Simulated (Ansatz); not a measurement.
# HfSiO₄ at a changed volume: Electric field gradients

The cell is an entry of the Crystallography Open Database (COD), relaxed with PBE at fixed cell and then changed (volume scaled by 1.06, ions relaxed).

Space group I4_1/amd:1 (No. 141); a = 6.7014, c = 6.0802 Å.

| site | Wyckoff | site symmetry | x | y | z |
| --- | --- | --- | --- | --- | --- |
| Hf | 4a | -4m2 | 0.0000 | 0.5000 | 0.2500 |
| Si | 4b | -4m2 | 0.5000 | 0.0000 | 0.2500 |
| O | 16h | .m. | 0.5000 | 0.3167 | 0.8189 |

One atom of each set is listed; the run and its k-mesh use a cell of 12 atoms with edges of 5.63, 5.63, 5.63 Å.

The numbers come from a DFT calculation in Ansatz (PBE, plane waves and PAW, scalar-relativistic, 420 eV cutoff, Γ-centred 7×7×7 k-points, Fermi–Dirac smearing 0.02 eV).

V_zz is the principal component of the electric field gradient with the largest magnitude, η = (V_xx − V_yy)/V_zz and C_Q = eQV_zz/h.

179Hf: I = 9/2, Q = 3793 mb; ¹⁷O: I = 5/2, Q = -25.58 mb. Nuclear quadrupole moments: year-2017 set (Pyykkö).

Problem. Which values are expected at the nuclei?

Solution. 

| site | atoms | first shell | V_xx, V_yy, V_zz (10²¹ V/m²) | η | C_Q (MHz) |
| --- | --- | --- | --- | --- | --- |
| Hf | 2 | 8 O at 2.16–2.30 Å | -4.49, -4.49, 8.99 | 0.00 | 824 |
| Si | 2 | 4 O at 1.65 Å | 1.05, 1.05, -2.11 | 0.00 | – |
| O | 8 | 1 Si at 1.65 Å, 2 Hf at 2.16–2.30 Å | -0.39, -4.96, 5.35 | 0.85 | -3.31 |

An axis of threefold or higher order runs through Hf and Si, so V_zz lies along it and η is zero.

Si has no stable isotope with a ground-state quadrupole moment in the table, so no C_Q is given.

Without spin–orbit coupling the gradients at and beside Hf can be off by some per cent, at some sites by more. At this changed cell the PBE pressure is -6 GPa.
